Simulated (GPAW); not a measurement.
# MnSb (Fm-3m) in GPAW: notebook

The runs below take MnSb through single point, with PBEsol, LDA.

All numbers are computed with GPAW 26.7.0; they aren't measurements. Logs are shortened: lines on timing, memory, paths and dates and some standing lists are left out, and cuts for length are marked. The log counts tension as positive stress, the text compression.

### 1 The crystal as given

Symmetry: Fm-3m, No. 225, cubic system. The conventional cell has a = 5.590 Å, b = 5.590 Å, c = 5.590 Å, α = 90.00°, β = 90.00°, γ = 90.00°. Sb (site symmetry m-3m) is surrounded by 6 Mn at 2.80 Å. Around Mn (site symmetry m-3m) lie 6 Sb at 2.80 Å.

The cell comes from a database or a generator and needn't be the stable form of this composition.

### 2 Single point, PBEsol, collinear spin, ferromagnetic start

The input, run.py:

```python
from ase import Atoms
from ase.dft.bandgap import bandgap
from ase.io import write
from ase.units import GPa
from gpaw import GPAW, PW, setup_paths

setup_paths.insert(0, '.')

atoms = Atoms(['Sb', 'Mn'],
              cell=[[0.0, 2.795016, 2.795016],
                    [2.795016, 0.0, 2.795016],
                    [2.795016, 2.795016, 0.0]],
              scaled_positions=[[0.5, 0.5, 0.5],
                                [0.0, 0.0, 0.0]],
              pbc=True)
atoms.set_initial_magnetic_moments([0.0, 4.0])

calc = GPAW(mode=PW(600),
            xc='PBEsol',
            kpts={'size': (8, 8, 8), 'gamma': True},
            occupations={'name': 'methfessel-paxton', 'order': 0, 'width': 0.02},
            nbands=27,
            convergence={'density': 1e-05, 'energy': 1e-05},
            maxiter=150,
            txt='gpaw.txt')
atoms.calc = calc
energy = atoms.get_potential_energy()
forces = atoms.get_forces()
stress = atoms.get_stress()
calc.write('gs.gpw')
write('result.traj', atoms)
print(f'Energy: {energy:.6f} eV')
print('Forces (eV/A):')
print(forces.round(4))
print('Stress (GPa):', (stress / GPa).round(3))
print('Moments:', calc.get_magnetic_moments().round(3))
print('Fermi level:', round(calc.get_fermi_level(), 4), 'eV')
print(f'Gap: {bandgap(calc)[0]:.4f} eV, direct: {bandgap(calc, direct=True)[0]:.4f} eV')
```

Potentials or basis: PAW data sets generated in the run's folder for this functional, pw.

Command:

```console
$ gpaw-setup -f PBEsol Mn Sb
$ OMP_NUM_THREADS=1 python run.py
```

gpaw.txt:

```text
__  _  _
 | _ |_)|_||  |
 |__||  | ||/\| - 26.7.0

Input parameters:
  mode=PW(ecut=600.0),
  convergence={'density': 1e-05, 'energy': 1e-05},
  kpts=MonkhorstPack(size=(8, 8, 8), gamma=True),
  maxiter=150,
  nbands=27,
  occupations=Occupations(name='methfessel-paxton', order=0, width=0.02),
  xc=XC(name='PBEsol')

Diagonalizing LCAO Hamiltonian
Converting LCAO to pw mode

                Sb

       Mn

Atoms  # Å, Bohr magnetons
|   | symbol |        x |        y |        z |    initial magnetic moments |
|---|--------|----------|----------|----------|-----------------------------|
| 0 |     Sb | 2.795016 | 2.795016 | 2.795016 | ( 0.0000,  0.0000,  0.0000) |
| 1 |     Mn | 0.000000 | 0.000000 | 0.000000 | ( 0.0000,  0.0000,  4.0000) |

Unit cell  # Å
| periodic |        x |        y |        z |  lengths |    angles |
|----------|----------|----------|----------|----------|-----------|
|      yes | 0.000000 | 2.795016 | 2.795016 | 3.952750 | 60.000000 |
|      yes | 2.795016 | 0.000000 | 2.795016 | 3.952750 | 60.000000 |
|      yes | 2.795016 | 2.795016 | 0.000000 | 3.952750 | 60.000000 |

Number of symmetries: 48
Symmetry operations  # r_c * U_cc + t_c -> r_c
|    | kind |            matrix            |
|----|------|------------------------------|
|  0 |  σ   |  1, 0, 0,  1, 0,-1,  1,-1, 0 |
|  1 |  C2  |  1, 0, 0,  1,-1, 0,  1, 0,-1 |
|  2 |  E   |  1, 0, 0,  0, 1, 0,  0, 0, 1 |
|  3 |  σ   |  1, 0, 0,  0, 0, 1,  0, 1, 0 |
|  4 |  C4  |  1, 0,-1,  1, 0, 0,  1,-1, 0 |
|  5 |  S6  |  1, 0,-1,  1,-1, 0,  1, 0, 0 |
|  6 |  σ   |  1, 0,-1,  0, 1,-1,  0, 0,-1 |
|  7 |  C3  |  1, 0,-1,  0, 0,-1,  0, 1,-1 |
|  8 |  S6  |  1,-1, 0,  1, 0, 0,  1, 0,-1 |
|  9 |  C4  |  1,-1, 0,  1, 0,-1,  1, 0, 0 |
| 10 |  C3  |  1,-1, 0,  0,-1, 1,  0,-1, 0 |
| 11 |  σ   |  1,-1, 0,  0,-1, 0,  0,-1, 1 |
| 12 |  σ   |  0, 1, 0,  1, 0, 0,  0, 0, 1 |
| 13 |  C4  |  0, 1, 0,  0, 1,-1, -1, 1, 0 |
| 14 |  C3  |  0, 1, 0,  0, 0, 1,  1, 0, 0 |
| 15 |  S6  |  0, 1, 0, -1, 1, 0,  0, 1,-1 |
| 16 |  C2  |  0, 1,-1,  1, 0,-1,  0, 0,-1 |
| 17 |  σ   |  0, 1,-1,  0, 1, 0, -1, 1, 0 |
| 18 |  S4  |  0, 1,-1,  0, 0,-1,  1, 0,-1 |
| 19 |  C4  |  0, 1,-1, -1, 1, 0,  0, 1, 0 |
| 20 |  C3  |  0, 0, 1,  1, 0, 0,  0, 1, 0 |
| 21 |  σ   |  0, 0, 1,  0, 1, 0,  1, 0, 0 |
| 22 |  S6  |  0, 0, 1,  0,-1, 1, -1, 0, 1 |
| 23 |  C4  |  0, 0, 1, -1, 0, 1,  0,-1, 1 |
| 24 |  S4  |  0, 0,-1,  1, 0,-1,  0, 1,-1 |
| 25 |  C3  |  0, 0,-1,  0, 1,-1,  1, 0,-1 |
| 26 |  C2  |  0, 0,-1,  0,-1, 0, -1, 0, 0 |
| 27 |  S6  |  0, 0,-1, -1, 0, 0,  0,-1, 0 |
| 28 |  S4  |  0,-1, 1,  1,-1, 0,  0,-1, 0 |
| 29 |  C4  |  0,-1, 1,  0, 0, 1, -1, 0, 1 |
| 30 |  C2  |  0,-1, 1,  0,-1, 0,  1,-1, 0 |
| 31 |  σ   |  0,-1, 1, -1, 0, 1,  0, 0, 1 |
| 32 |  C3  |  0,-1, 0,  1,-1, 0,  0,-1, 1 |
| 33 |  S6  |  0,-1, 0,  0, 0,-1, -1, 0, 0 |
| 34 |  S4  |  0,-1, 0,  0,-1, 1,  1,-1, 0 |
| 35 |  C2  |  0,-1, 0, -1, 0, 0,  0, 0,-1 |
| 36 |  C2  | -1, 1, 0,  0, 1, 0,  0, 1,-1 |
| 37 |  S6  | -1, 1, 0,  0, 1,-1,  0, 1, 0 |
[... 109 lines left out ...]

eigensolver:
  PPCG
  Converge bands: occupied
  niter=2

density mixing:
  MSR1-Mixer
  Pratt-step length: 0.05
  Maximum mixing coefficient: 0.75
  Old densities: 10
  SVD Regularization: 0.005
  Good broyden scale: 1.0
  Trust region scale: 1.0
  Backstep threshold: 4.0
  History deletion threshold: 6.0
  Fourier metric: weight=20.0, sigma=0.015

occupation numbers:
  Methfessel-Paxton:
    width: 0.0200  # eV
    order: 0

poisson solver:
  ecut: 4800.0  # eV

xc functional:
  name: PBEsol with 2 nearest neighbor stencil

convergence criteria:
- Maximum integral of absolute [dens]ity change: 1e-05 electrons / valence electron
- Maximum [total energy] change in last 3 cyles: 1e-05 eV / valence electron
- Maximum integral of absolute [eigenst]ate change: 4e-08 eV^2 / valence electron
maximum number of iterations: 150

SCF iterations
|iter     | |      energy | eigst |  dens |  magmom |
|---------|-|-------------|-------|-------|---------|
|iter:   1| |  -14.831557 | +0.26 |       |  +4.0060|
|iter:   2| |  -14.730675 | -2.15 | -1.35 |  +3.9872|
|iter:   3| |  -14.678476 | -2.90 | -1.47 |  +3.9499|
|iter:   4| |  -14.702313 | -3.55 | -1.65 |  +3.9058|
|iter:   5| |  -14.728776 | -3.12 | -1.82 |  +3.8520|
|iter:   6| |  -14.730997 | -4.17 | -2.34 |  +3.8487|
|iter:   7| |  -14.731147 | -5.30 | -2.98 |  +3.8539|
|iter:   8| |  -14.731184c| -5.65 | -3.29 |  +3.8593|
|iter:   9| |  -14.731184c| -7.73c| -4.19 |  +3.8594|
|iter:  10| |  -14.731184c| -8.50c| -4.53 |  +3.8594|
|iter:  11| |  -14.731184c| -8.55c| -5.24c|  +3.8593|

Converged in 11 steps
Energy contributions relative to reference atoms: (reference = -207688.096141)

Energy contributions:
  Kinetic:           3.559289
  Coulomb:          -2.451046
  Zero:              0.310196
  External:          0.000000
  Xc:              -16.149427
  Entropy:          -0.000392
  Spinorbit:         0.000000
  ----------------------------
  Free energy:     -14.731380
  Extrapolated:    -14.731184

dipole moment: (-12.456245, -12.456245, -12.456245)  # |e|*Ang

Total magnetic moment: (0.000000, 0.000000, 3.859350)

Local magnetic moments
|        x |        y |         z |
|----------|----------|-----------|
| 0.000000 | 0.000000 | -0.089589 |  # Sb   0
| 0.000000 | 0.000000 |  3.674643 |  # Mn   1

Fermi level: 7.224
Eigenvalues  # (at kpt = [0.000, 0.000, 0.000])
| band index |      eig [eV] | occ [0-1] |      eig [eV] | occ [0-1] |
|------------|---------------|-----------|---------------|-----------|
|          0 |       -73.897 |     1.000 |       -69.915 |     1.000 |
|        ... |               |           |               |           |
|          5 |       -21.407 |     1.000 |       -21.422 |     1.000 |
|          6 |       -21.383 |     1.000 |       -21.404 |     1.000 |
|          7 |       -21.383 |     1.000 |       -21.404 |     1.000 |
|          8 |       -21.383 |     1.000 |       -21.404 |     1.000 |
|          9 |        -4.273 |     1.000 |        -4.142 |     1.000 |
|         10 |         4.242 |     1.000 |         7.457 |     0.000 |
|         11 |         4.242 |     1.000 |         7.457 |     0.000 |
|         12 |         4.242 |     1.000 |         7.509 |     0.000 |
|         13 |         4.485 |     1.000 |         7.509 |     0.000 |
|         14 |         4.485 |     1.000 |         7.509 |     0.000 |
|         15 |         8.527 |     0.000 |         8.583 |     0.000 |
|         16 |         8.527 |     0.000 |         8.583 |     0.000 |
|         17 |         8.527 |     0.000 |         8.583 |     0.000 |
|         18 |        12.147 |     0.000 |        12.904 |     0.000 |
|         19 |        15.346 |     0.000 |        15.349 |     0.000 |
|        ... |               |           |               |           |
|         26 |        19.391 |     0.000 |        20.158 |     0.000 |

No gap
No difference between direct/indirect transitions

Forces  # eV/Ang
|       x |        y |       z |
|---------|----------|---------|
| 0.00000 |  0.00000 | 0.00000 |  # Sb   0
| 0.00000 | -0.00000 | 0.00000 |  # Mn   1

Stress tensor  # eV/Ang^3
|         x |         y |         z |
|-----------|-----------|-----------|
|  0.026533 | -0.000000 | -0.000000 |
| -0.000000 |  0.026533 |  0.000000 |
| -0.000000 |  0.000000 |  0.026533 |

# Writing to gs.gpw (mode='')
```

It took 42 s on 1 thread of Intel Xeon Platinum 8488C (Sapphire Rapids), shared host; peak memory 0.2 GiB.

What came out:

| Quantity | Value |
| --- | --- |
| Free energy | -14.7314 eV |
| Pressure | -4.3 GPa |
| Band gap on the k mesh | none (metal or under the smearing width) |
| Net moment | 3.86 μB per cell |
| Site moments | Sb -0.09; Mn +3.67 μB |

Caveat: a cell with one magnetic atom can't hold antiferromagnetic order, which such compounds often take. Spin-orbit coupling is left out, which matters for the levels of Sb.

### 3 Single point, PBEsol, collinear spin, ferromagnetic start

The input, run.py:

```python
from ase.dft.bandgap import bandgap
from ase.io import read, write
from ase.units import Bohr, GPa
from gpaw import GPAW, PW, setup_paths
from gpaw.elf import elf_from_dft_calculation

setup_paths.insert(0, '.')

atoms = read('POSCAR')
atoms.set_initial_magnetic_moments([0.0, 4.0])

calc = GPAW(mode=PW(600),
            xc='PBEsol',
            kpts={'size': (8, 8, 8), 'gamma': True},
            occupations={'name': 'methfessel-paxton', 'order': 0, 'width': 0.1},
            nbands=27,
            convergence={'density': 1e-05, 'energy': 1e-05},
            maxiter=150,
            txt='gpaw.txt')
atoms.calc = calc
energy = atoms.get_potential_energy()
forces = atoms.get_forces()
stress = atoms.get_stress()
calc.write('gs.gpw')
write('result.traj', atoms)
print(f'Energy: {energy:.6f} eV')
print('Forces (eV/A):')
print(forces.round(4))
print('Stress (GPa):', (stress / GPa).round(3))
print('Moments:', calc.get_magnetic_moments().round(3))
print('Fermi level:', round(calc.get_fermi_level(), 4), 'eV')
print(f'Gap: {bandgap(calc)[0]:.4f} eV, direct: {bandgap(calc, direct=True)[0]:.4f} eV')

# fields on the real-space grid
write('density.cube', atoms, data=calc.get_pseudo_density() * Bohr**3)
write('potential.cube', atoms, data=calc.get_electrostatic_potential())
write('spin.cube', atoms, data=(calc.get_pseudo_density(spin=0) - calc.get_pseudo_density(spin=1)) * Bohr**3)
write('elf.cube', atoms, data=elf_from_dft_calculation(calc).data)
```

The input, POSCAR:

```
MnSb
1.0
    0.0000000000      2.7950160000      2.7950160000
    2.7950160000      0.0000000000      2.7950160000
    2.7950160000      2.7950160000      0.0000000000
Sb Mn
1 1
Direct
    0.5000000000      0.5000000000      0.5000000000
    0.0000000000      0.0000000000      0.0000000000
```

Potentials or basis: PAW data sets generated in the run's folder for this functional, pw.

Command:

```console
$ gpaw-setup -f PBEsol Mn Sb
$ OMP_NUM_THREADS=1 python run.py
```

It took 42 s on 1 thread of Intel Xeon Platinum 8488C (Sapphire Rapids), shared host; peak memory 0.2 GiB.

Results (log left out):

* Free energy: -14.7345 eV
* Pressure: -4.4 GPa
* Band gap on the k mesh: none (metal or under the smearing width)
* Net moment: 3.83 μB per cell
* Site moments: Sb -0.09; Mn +3.66 μB

Levels at points of the mesh, in eV from the Fermi level:
Spin up:
```tsv
k point	band 15	band 16	band 17	band 18	band 19	band 20
(0.00, 0.00, 0.00)	-2.73	1.30	1.30	1.30	4.92	8.12
(0.50, 0.50, 0.00)	-2.48	-1.66	-1.51	-1.51	0.93	4.95
(0.50, 0.50, 0.50)	-2.59	-2.25	2.81	2.81	3.98	4.86
```
Spin down:
```
           k point  band 10  band 11  band 12  band 13  band 14  band 15  band 16  band 17
(0.00, 0.00, 0.00)   -11.38     0.23     0.23     0.27     0.27     0.27     1.35     1.35
(0.50, 0.50, 0.00)    -8.94    -4.50    -1.34    -1.34    -0.69     0.54     1.02     1.24
(0.50, 0.50, 0.50)    -9.32    -5.48    -1.79    -1.79     0.96     0.96     1.15     4.20
```

Caveat: a cell with one magnetic atom can't hold antiferromagnetic order, which such compounds often take.

### 4 Single point, LDA, collinear spin, ferromagnetic start

run.py, as its differences from that of step 3:

```diff
@@ -1,10 +1,15 @@
+from ase import Atoms
 from ase.dft.bandgap import bandgap
-from ase.io import read, write
+from ase.io import write
 from ase.units import Bohr, GPa
-from gpaw import GPAW, PW, setup_paths
+from gpaw import GPAW, PW
 from gpaw.elf import elf_from_dft_calculation
 
-setup_paths.insert(0, '.')
-
-atoms = read('POSCAR')
+atoms = Atoms(['Sb', 'Mn'],
+              cell=[[0.0, 2.795016, 2.795016],
+                    [2.795016, 0.0, 2.795016],
+                    [2.795016, 2.795016, 0.0]],
+              scaled_positions=[[0.5, 0.5, 0.5],
+                                [0.0, 0.0, 0.0]],
+              pbc=True)
 atoms.set_initial_magnetic_moments([0.0, 4.0])
@@ -12,5 +17,5 @@
 calc = GPAW(mode=PW(600),
-            xc='PBEsol',
+            xc='LDA',
             kpts={'size': (8, 8, 8), 'gamma': True},
-            occupations={'name': 'methfessel-paxton', 'order': 0, 'width': 0.1},
+            occupations={'name': 'methfessel-paxton', 'order': 0, 'width': 0.02},
             nbands=27,
```

Potentials or basis: the program's PAW data sets (release 1.2.1) made for this functional, pw.

Command:

```console
$ OMP_NUM_THREADS=1 python run.py
```

Run time: 37 s. Hardware: 1 thread of Intel Xeon Platinum 8488C (Sapphire Rapids), shared host; peak memory 0.2 GiB.

Results (log left out):

| Property | Result |
| --- | --- |
| Free energy | -15.0920 eV |
| Pressure | -7.9 GPa |
| Band gap on the k mesh | none (metal or under the smearing width) |
| Net moment | 3.74 μB per cell |
| Site moments | Sb -0.07; Mn +3.54 μB |

Levels at points of the mesh, in eV from the Fermi level:
Spin up:
```tsv
k point	band 13	band 14	band 15	band 16	band 17	band 18	band 19	band 20	band 21	band 22
(0.00, 0.00, 0.00)	-2.79	-2.60	-2.60	1.24	1.24	1.24	4.88	8.25	8.50	8.50
(0.50, 0.50, 0.00)	-2.41	-2.28	-2.28	-1.54	-1.50	-1.50	1.00	5.09	12.51	12.51
(0.50, 0.50, 0.50)	-3.58	-2.40	-2.40	-2.07	2.81	2.81	4.04	4.97	4.97	8.04
```
Spin down:
| k point | band 11 | band 12 | band 13 | band 14 | band 15 | band 16 |
| --- | --- | --- | --- | --- | --- | --- |
| (0.00, 0.00, 0.00) | 0.11 | 0.11 | 0.11 | 0.16 | 0.16 | 1.38 |
| (0.50, 0.50, 0.00) | -4.40 | -1.28 | -1.28 | -0.79 | 0.47 | 0.93 |
| (0.50, 0.50, 0.50) | -5.43 | -1.81 | -1.81 | 0.76 | 0.76 | 0.95 |

Caveat: a cell with one magnetic atom can't hold antiferromagnetic order, which such compounds often take. Spin-orbit coupling is left out, which matters for the levels of Sb.

### 5 Overview

```tsv
level	potentials or basis	smearing	gap on the mesh (eV)	pressure (GPa)	moment (μB)
PBEsol	PAW data sets generated in the run's folder for this functional, pw	gaussian 0.02 eV	none	-4.3	3.86
PBEsol	PAW data sets generated in the run's folder for this functional, pw	gaussian 0.1 eV	none	-4.4	3.83
LDA	the program's PAW data sets (release 1.2.1) made for this functional, pw	gaussian 0.02 eV	none	-7.9	3.74
```

Alike in all rows: task single point; spin collinear, ferromagnetic start; cell as given; k mesh 8 × 8 × 8; cutoff (eV) 600.

Caveats: a cell with one magnetic atom can't hold antiferromagnetic order, which such compounds often take.

Absolute energies hang on the potentials; compare differences alone.
